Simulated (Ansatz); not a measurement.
## BaZrO$_{3}$: a prediction, then the measurements

Method: Ansatz 0.2.0, DFT PBE, scalar-relativistic, plane waves, PAW.

Settings: cutoff 420 eV, Γ-centred mesh 6×6×6 on the computed 5-atom cell, Gaussian smearing of 0.02 eV; no spin polarisation.

Relaxed structure:

```
CELL_PARAMETERS angstrom
4.22746 0.00000 0.00000
0.00000 4.22746 0.00000
0.00000 0.00000 4.22746
ATOMIC_POSITIONS crystal
Ba 0.50000 0.50000 0.50000
Zr 0.00000 0.00000 0.00000
O 0.50000 0.00000 0.00000
O 0.00000 0.50000 0.00000
O 0.00000 0.00000 0.50000
```

```json
{"Space group": "Pm-3m (No. 221)", "Volume per atom": "15.11 Å³", "Formation energy from the elements' standard states (uncorrected)": "-3.283 eV/atom", "Kohn–Sham band gap": "3.18 eV, indirect from R to Γ", "Orbital (Löwdin) character of the top 1 eV of the valence band": "O 2p 94 %", "Orbital (Löwdin) character of the lowest 1 eV of the conduction band": "Zr 4d 86 %, O 2p 7 %, unprojected 7 %", "Electron masses at the edge by direction of the standard setting (m_e; one valley, along these axes only; no spin-orbit coupling)": "x: 2.8, 0.36, 0.36; y: 2.8, 0.36, 0.36; z: 2.8, 0.36, 0.36", "Hole masses at the edge by direction of the standard setting (m_e; one valley, along these axes only; no spin-orbit coupling)": "x: 18, 0.87, 0.87; y: 18, 0.87, 0.87; z: 18, 0.87, 0.87", "Bader charge by site (e)": "Ba (1 in the cell) 1.54, Zr (1 in the cell) 2.55, O (3 in the cell) -1.36"}
```

Spin-orbit coupling is left out, which matters for the bands of heavy elements.

**Against measurements.**

A measured lattice constant a of BaZrO3 is 4.1929 Å (a printed reference work (data compilation)); the calculated 4.227 Å exceeds it by 0.8 %. The calculation is for 0 K without zero-point motion.

It was relaxed from a cell as deposited in COD. Kohn–Sham gaps at this level usually fall short of measured ones. Löwdin shares on free-atom orbitals overweight diffuse shells in the empty bands.
